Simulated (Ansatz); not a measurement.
Runs of Ansatz 0.2.0 on Nb. The structure is cubic, space group Fm-3m (No. 225). The conventional cell has a = 4.230 Å, b = 4.230 Å, c = 4.230 Å, α = 90.00°, β = 90.00°, γ = 90.00°. Around Nb (site symmetry m-3m) lie 12 Nb at 2.99 Å. This isn't the form of Nb at room conditions, which is bcc.

```csv
task,level,potentials or basis,cell,k mesh,cutoff (eV),smearing,driver,mesh quality,gap on the mesh (eV),relaxed volume (Å³/atom)
single point,B3LYP,Ansatz PAW,as given,6 × 6 × 6,420,fermi-dirac 0.05 eV,-,coarse,none,-
single point,r2SCANh,SSSP precision PAW,as given,8 × 8 × 8,544,gaussian 0.1 eV,chain,not flagged,none,-
relaxation of cell and atoms,B3LYP,Ansatz PAW,relaxed,6 × 6 × 6,420,fermi-dirac 0.05 eV,-,coarse,none,19.28
relaxation of cell and atoms,HSE06,Ansatz PAW,relaxed,6 × 6 × 6,420,fermi-dirac 0.05 eV,-,coarse,none,(a)
single point,r2SCANh,Ansatz PAW,as given,6 × 6 × 6,500,fermi-dirac 0.05 eV,-,coarse,none,-
```

Alike in all rows: no spin polarisation.

Task: Estimate the missing entries.

Result: (a) 18.69.

Caveats: some runs use coarse meshes; the PAW data sets come from PBE, with cores solved anew for the run's functional, which leaves a small shift of forces and pressure (some runs); the potentials were made for another functional, which shifts forces and pressure (some runs); the plane-wave basis is chosen anew once the cell has moved, so the energies of steps on either side of that aren't comparable (some runs); the PAW data sets were made with another functional, which shifts forces and pressure a little (some runs).

A k mesh can miss the band edges, and the runs leave out spin-orbit coupling on Nb.

A gap of «none» marks a metal or a gap under the smearing width.

Not every run made on this cell is shown here.
